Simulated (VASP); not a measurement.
# MgO (P6_3/mmc) in VASP: further runs

The runs below take MgO through single point, with PBE.

Everything below comes from runs of VASP 6.6.1. Logs are shortened: lines on timing, memory, paths and dates and some standing lists are left out, and cuts for length are marked.

**1. The cell of the first run**

The structure is hexagonal, space group P6_3/mmc (No. 194). The conventional cell has a = 3.539 Å, b = 3.539 Å, c = 4.178 Å, α = 90.00°, β = 90.00°, γ = 120.00°. Mg (site symmetry -6m2) has 5 O at 2.04 to 2.09 Å as nearest neighbours. O (site symmetry -6m2) has 5 Mg at 2.04 to 2.09 Å as nearest neighbours.

Measurements of this composition are mostly on another form, of space group No. 225.

**2. Single point, PBE (strain +0.015 along x and y, +0.000 along z, atoms carried along)**

Input file INCAR:

```
  PREC = Accurate
  ENCUT = 520
  EDIFF = 1E-7
  ISMEAR = 0
  SIGMA = 0.05
  LREAL = F
  LASPH = T
  NELM = 100
  ALGO = Normal
  ISIF = 2
  LWAVE = F
  LCHARG = F
  GGA = PE
  NBANDS = 16
```

Input file KPOINTS:

```
Automatic mesh
0
Gamma
  6 6 6
```

Input file POSCAR:

```
MgO
1.0
    3.5386735306      0.0000000000      0.0000000000
   -1.7693367653      3.0645811732      0.0000000000
    0.0000000000      0.0000000000      4.1780412200
Mg O
2 2
Direct
    0.6666666667      0.3333333333      0.7500000000
    0.3333333333      0.6666666667      0.2500000000
    0.6666666667      0.3333333333      0.2500000000
    0.3333333333      0.6666666667      0.7500000000
```

Potentials or basis: VASP PAW PBE potentials, release 64 (Mg, O).

The run is started by

```bash
> cat potpaw_PBE.64/Mg/POTCAR potpaw_PBE.64/O/POTCAR > POTCAR
> mpirun -np 1 vasp_std > vasp.out
```

OUTCAR:

```text
PREC = Accurate
   ENCUT = 520
   EDIFF = 1E-7
   ISMEAR = 0
   LREAL = F
   LASPH = T
   NELM = 100
   ISIF = 2
   GGA = PE

 ion  position               nearest neighbor table
   1  0.667  0.333  0.750-   4 2.04   4 2.04   4 2.04   3 2.09   3 2.09   2 2.92   2 2.92   2 2.92
                             2 2.92   2 2.92   2 2.92
   2  0.333  0.667  0.250-   3 2.04   3 2.04   3 2.04   4 2.09   4 2.09   1 2.92   1 2.92   1 2.92
                             1 2.92   1 2.92   1 2.92
   3  0.667  0.333  0.250-   2 2.04   2 2.04   2 2.04   1 2.09   1 2.09
   4  0.333  0.667  0.750-   1 2.04   1 2.04   1 2.04   2 2.09   2 2.09

  LATTYP: Found a hexagonal cell.
 ALAT       =     3.5386735306
 C/A-ratio  =     1.1806800441

  Lattice vectors:

 A1 = (   3.5386735306,   0.0000000000,   0.0000000000)
 A2 = (  -1.7693367653,   3.0645811732,   0.0000000000)
 A3 = (   0.0000000000,   0.0000000000,   4.1780412200)

Analysis of symmetry for initial positions (statically):
=====================================================================
 Subroutine PRICEL returns:
 Original cell was already a primitive cell.

 Routine SETGRP: Setting up the symmetry group for a
 hexagonal supercell.

 Subroutine GETGRP returns: Found 24 space group operations
 (whereof 12 operations were pure point group operations)
 out of a pool of 24 trial point group operations.

The static configuration has the point symmetry D_3d.
 The point group associated with its full space group is D_6h.

Analysis of symmetry for dynamics (positions and initial velocities):
=====================================================================
 Subroutine PRICEL returns:
 Original cell was already a primitive cell.

 Routine SETGRP: Setting up the symmetry group for a
 hexagonal supercell.

 Subroutine GETGRP returns: Found 24 space group operations
 (whereof 12 operations were pure point group operations)
 out of a pool of 24 trial point group operations.

The dynamic configuration has the point symmetry D_3d.
 The point group associated with its full space group is D_6h.

 Subroutine INISYM returns: Found 24 space group operations
 (whereof 12 operations are pure point group operations),
 and found     1 'primitive' translations

----------------------------------------------------------------------------------------

                                     Primitive cell

  volume of cell :      45.3090

  direct lattice vectors                    reciprocal lattice vectors
     3.538673531  0.000000000  0.000000000     0.282591765  0.163154432  0.000000000
    -1.769336765  3.064581173  0.000000000     0.000000000  0.326308864  0.000000000
     0.000000000  0.000000000  4.178041220     0.000000000  0.000000000  0.239346609

  length of vectors
     3.538673531  3.538673531  4.178041220     0.326308864  0.326308864  0.239346609

  position of ions in fractional coordinates (direct lattice)
     0.666666667  0.333333333  0.750000000
     0.333333333  0.666666667  0.250000000
     0.666666667  0.333333333  0.250000000
     0.333333333  0.666666667  0.750000000

  ion indices of the primitive-cell ions
   primitive index   ion index
                 1           1
                 2           2
                 3           3
                 4           4

----------------------------------------------------------------------------------------

 KPOINTS: Automatic mesh

Automatic generation of k-mesh.
 Grid dimensions read from file:
 generate k-points for:    6    6    6

 Generating k-lattice:

  Cartesian coordinates                     Fractional coordinates (reciprocal lattice)
     0.047098628  0.027192405  0.000000000     0.166666667  0.000000000  0.000000000
     0.000000000  0.054384811  0.000000000     0.000000000  0.166666667  0.000000000
     0.000000000  0.000000000  0.039891102     0.000000000  0.000000000  0.166666667

  Length of vectors
     0.054384811  0.054384811  0.039891102

  Shift w.r.t. Gamma in fractional coordinates (k-lattice)
     0.000000000  0.000000000  0.000000000

 Subroutine IBZKPT returns following result:
 ===========================================

 Found     28 irreducible k-points:

 Following reciprocal coordinates:
            Coordinates               Weight
  0.000000  0.000000  0.000000      1.000000
  0.166667  0.000000  0.000000      6.000000
  0.333333 -0.000000  0.000000      6.000000
  0.500000  0.000000  0.000000      3.000000
  0.166667  0.166667  0.000000      6.000000
  0.333333  0.166667  0.000000     12.000000
[... 16 lines left out ...]
  0.166667  0.000000  0.500000      6.000000
  0.333333 -0.000000  0.500000      6.000000
 [... further k-points ...]
   k-points           NKPTS =     28   k-points in BZ     NKDIM =     28   number of bands    NBANDS=     16
   number of dos      NEDOS =    301   number of ions     NIONS =      4
   total plane-waves  NPLWV =  25088
   dimension x,y,z NGX =    28 NGY =   28 NGZ =   32
   dimension x,y,z NGXF=    56 NGYF=   56 NGZF=   64
   ions per type =               2   2
   NGX,Y,Z   is equivalent  to a cutoff of  13.15, 13.15, 12.73 a.u.
   NGXF,Y,Z  is equivalent  to a cutoff of  26.31, 26.31, 25.47 a.u.
 SYSTEM =  unknown system
   PREC   = accura    normal or accurate (medium, high low for compatibility)
   ISTART =      0    job   : 0-new  1-cont  2-samecut
   ICHARG =      2    charge: 1-file 2-atom 10-const
   ISPIN  =      1    spin polarized calculation?
   LNONCOLLINEAR =      F non collinear calculations
   LSORBIT =      F    spin-orbit coupling
   LASPH  =      T    aspherical Exc in radial PAW
   ENCUT  =  520.0 eV  38.22 Ry    6.18 a.u.   6.58  6.58  7.77*2*pi/ulx,y,z
   NELM   =    100;   NELMIN=  2; NELMDL= -5     # of ELM steps
   EDIFF  = 0.1E-06   stopping-criterion for ELM
   LREAL  =      F    real-space projection
   EDIFFG = 0.1E-05   stopping-criterion for IOM
   NSW    =      0    number of steps for IOM
   IBRION =     -1    ionic relax: 0-MD 1-quasi-New 2-CG
   NFREE  =      0    steps in history (QN), initial steepest desc. (CG)
   ISIF   =      2    stress and relaxation
   ISYM   =      2    0-nonsym 1-usesym 2-fastsym
   POTIM  = 0.5000    time-step for ionic-motion
   TEBEG  =    0.0;   TEEND  =   0.0 temperature during run
   PSTRESS=    0.0 pullay stress
   NELECT =      16.0000    total number of electrons
   NUPDOWN=      -1.0000    fix difference up-down
   EMIN   =  10.00;   EMAX   =-10.00  energy-range for DOS
   EFERMI =   0.00;   METHOD = LEGACY
   ISMEAR =     0;   SIGMA  =   0.05  broadening in eV -4-tet -1-fermi 0-gaus
   EFERMI_NEDOS =   21; number of points for ismear=-14 and -15
   IALGO  =     38    algorithm
   IMIX   =      4    mixing-type and parameters
     AMIX     =   0.40;   BMIX     =  1.00
     AMIX_MAG =   1.60;   BMIX_MAG =  1.00
  volume/ion in A,a.u.               =      11.33        76.44
  Fermi-wavevector in a.u.,A,eV,Ry     =   1.157142  2.186682 18.217901  1.338978
  Thomas-Fermi vector in A             =   2.293756
   LORBIT       =      0    0 simple, 1 ext, 2 COOP (PROOUT), +10 PAW based schemes
   GGA     = PE    functional components
   LHFCALC =     F    Hartree Fock is set to
   AEXX    =    0.0000 exact exchange contribution
   IVDW    =     0    specifies the selected vdW correction
   LEPSILON=     F    determine dielectric tensor
   LRPA    =     F    only Hartree local field effects (RPA)
 non-spin polarized calculation
 Gauss-broadening in eV      SIGMA  =   0.05
  energy-cutoff  :      520.00
  volume of cell :       45.31
 maximum number of plane-waves:      1264
 NGX is ok and might be reduce to    28
   NGX = 13   NGY = 13   NGZ = 15

 number of electron      15.9999997 magnetization

 Free energy of the ion-electron system (eV)
  ---------------------------------------------------
  ext. energy  EPLUGINS =         0.00000000
  ---------------------------------------------------
  free energy    TOTEN  =       -23.67000697 eV

  energy without entropy =      -23.67000697  energy(sigma->0) =      -23.67000697

 E-fermi :   1.9996     XC(G=0):  -9.9383

 val. band max:        1.7859746027   @ k =   0.0000   0.0000   0.0000
 cond. band min:       5.0948501344   @ k =   0.0000   0.0000   0.0000
 fundamental gap:      3.3088755317
 Fermi energy:         1.9996080686

 k-point     1 :       0.0000    0.0000    0.0000
  band No.  band energies     occupation
      1     -15.0036      2.00000
      2     -13.6563      2.00000
      3      -1.6997      2.00000
      4       0.1062      2.00000
      5       0.1062      2.00000
      6       1.0589      2.00000
[... 8 lines left out ...]
     15      17.1279      0.00000
     16      17.2254      0.00000

 k-point     2 :       0.1667    0.0000    0.0000
  band No.  band energies     occupation
      1     -14.8787      2.00000
      2     -13.6848      2.00000
      3      -1.4953      2.00000
      4      -0.3137      2.00000
      5      -0.0829      2.00000
      6       0.5371      2.00000
[... 8 lines left out ...]
     15      16.2058      0.00000
     16      16.4731      0.00000

 k-point     3 :       0.3333   -0.0000    0.0000
  band No.  band energies     occupation
      1     -14.5745      2.00000
      2     -13.7934      2.00000
      3      -1.2260      2.00000
      4      -0.9529      2.00000
      5      -0.3724      2.00000
      6       0.0860      2.00000
[... 8 lines left out ...]
     15      15.5770      0.00000
     16      16.3301      0.00000

 k-point     4 :       0.5000    0.0000    0.0000
  band No.  band energies     occupation
      1     -14.3482      2.00000
      2     -13.9199      2.00000
      3      -1.6357      2.00000
      4      -0.4935      2.00000
      5      -0.4878      2.00000
      6      -0.0591      2.00000
[... 8 lines left out ...]
     15      16.1193      0.00000
     16      16.4360      0.00000

 k-point     5 :       0.1667    0.1667    0.0000
  band No.  band energies     occupation
      1     -14.6620      2.00000
      2     -13.7553      2.00000
      3      -1.1173      2.00000
      4      -0.9185      2.00000
      5      -0.4814      2.00000
      6       0.3279      2.00000
[... 8 lines left out ...]
     15      15.9370      0.00000
     16      16.0768      0.00000

 k-point     6 :       0.3333    0.1667    0.0000
  band No.  band energies     occupation
      1     -14.3568      2.00000
      2     -13.9111      2.00000
      3      -1.5685      2.00000
      4      -0.5238      2.00000
      5      -0.5169      2.00000
      6      -0.0030      2.00000
[... 8 lines left out ...]
     15      16.2115      0.00000
     16      16.2789      0.00000
[... 267 lines left out ...]
 k-point    21 :       0.3333    0.3333    0.3333
  band No.  band energies     occupation
      1     -14.0564      2.00000
      2     -14.0564      2.00000
      3      -1.5058      2.00000
      4      -1.5058      2.00000
      5      -1.1845      2.00000
      6       0.1426      2.00000
[... 8 lines left out ...]
     15      17.3686      0.00000
     16      19.1597      0.00000

 k-point    22 :       0.0000    0.0000    0.5000
  band No.  band energies     occupation
      1     -14.3284      2.00000
      2     -14.3284      2.00000
      3      -0.5737      2.00000
      4      -0.5737      2.00000
      5       0.5643      2.00000
      6       0.5643      2.00000
[... 8 lines left out ...]
     15      17.5853      0.00000
     16      17.5853      0.00000

 k-point    23 :       0.1667    0.0000    0.5000
  band No.  band energies     occupation
      1     -14.2654      2.00000
      2     -14.2654      2.00000
      3      -1.0425      2.00000
      4      -1.0425      2.00000
      5       0.5002      2.00000
      6       0.5002      2.00000
[... 8 lines left out ...]
     15      17.2835      0.00000
     16      17.2835      0.00000

 k-point    24 :       0.3333   -0.0000    0.5000
  band No.  band energies     occupation
      1     -14.1367      2.00000
      2     -14.1367      2.00000
      3      -1.6978      2.00000
      4      -1.6978      2.00000
      5       0.3768      2.00000
      6       0.3768      2.00000
[... 8 lines left out ...]
     15      16.5641      0.00000
     16      16.5641      0.00000

 [... further k-points ...]

------------------------ aborting loop because EDIFF is reached ----------------------------------------

  FORCE on cell =-STRESS in cart. coord.  units (eV):
  Direction    XX          YY          ZZ          XY          YZ          ZX
  --------------------------------------------------------------------------------------
  -------------------------------------------------------------------------------------
  Total       -0.2336868     -0.2336868      0.6318368      0.0000000     -0.0000000      0.0000000
  in kB       -8.2634306     -8.2634306     22.3424697      0.0000000     -0.0000000      0.0000000
  external PRESSURE =       1.9385362 kB  Pullay stress =       0.0000000 kB

 VOLUME and BASIS-vectors are now :
 -----------------------------------------------------------------------------
  energy-cutoff  :      520.00
  volume of cell :       45.31
      direct lattice vectors                 reciprocal lattice vectors
     3.538673531  0.000000000  0.000000000     0.282591765  0.163154432  0.000000000
    -1.769336765  3.064581173  0.000000000     0.000000000  0.326308864  0.000000000
     0.000000000  0.000000000  4.178041220     0.000000000  0.000000000  0.239346609

 POSITION                                       TOTAL-FORCE (eV/Angst)
 -----------------------------------------------------------------------------------
      1.76934      1.02153      3.13353        -0.000000      0.000000      0.000000
     -0.00000      2.04305      1.04451         0.000000     -0.000000      0.000000
      1.76934      1.02153      1.04451        -0.000000      0.000000     -0.000000
     -0.00000      2.04305      3.13353         0.000000     -0.000000      0.000000
 -----------------------------------------------------------------------------------
    total drift:                               -0.000000      0.000000     -0.000000

  FREE ENERGIE OF THE ION-ELECTRON SYSTEM (eV)
  ---------------------------------------------------
  free  energy   TOTEN  =       -23.6700069686 eV

  energy  without entropy=      -23.6700069686  energy(sigma->0) =      -23.67000697
```

Run time: 9 s. Hardware: 1 thread of Intel Xeon 6975P-C (Granite Rapids), shared host; peak memory 0.17 GiB.

What came out:

* Free energy: -23.6700 eV
* Pressure: 0.2 GPa
* Band gap on the k mesh: 3.31 eV, direct

Stress tensor (GPa, compression positive):
```
-0.83  0.00  0.00
 0.00 -0.83  0.00
 0.00  0.00  2.23
```

[end of part 1 of 2]
